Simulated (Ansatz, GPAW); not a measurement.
## Pd: programs and potentials compared

```
CELL_PARAMETERS angstrom
0.00000 1.94650 1.94650
1.94650 0.00000 1.94650
1.94650 1.94650 0.00000
ATOMIC_POSITIONS crystal
Pd 0.00000 0.00000 0.00000
```

Alike in all runs: task single point; functional PBE; k mesh 12 × 12 × 12; occupations gaussian, width 0.014 eV; no spin polarisation; no spin-orbit coupling. Pressure is positive in compression and, in plane waves, holds the error of the finite cutoff, which Ansatz's Pulay term estimates and takes out.

| program and potentials | plane-wave cutoff (eV) | notes | band gap (eV) | pressure (GPa) |
| --- | --- | --- | --- | --- |
| Ansatz, Ansatz PAW | 420 | 18 valence electrons an atom on average; Pulay term of +0.07 GPa included | no gap | 6.91 |
| GPAW, GPAW PAW data sets (gpaw-data 1.2.1) | 600 | 16 valence electrons an atom on average | ? | ? |
| Ansatz, all-electron LAPW, scalar-relativistic | - | - | no gap | 6.81 |

Estimate from the other rows what the run with GPAW, GPAW PAW data sets (gpaw-data 1.2.1) gave.

No band gap; pressure 6.87 GPa. The other rows, which needn't bracket it: pressure 6.81 to 6.91.
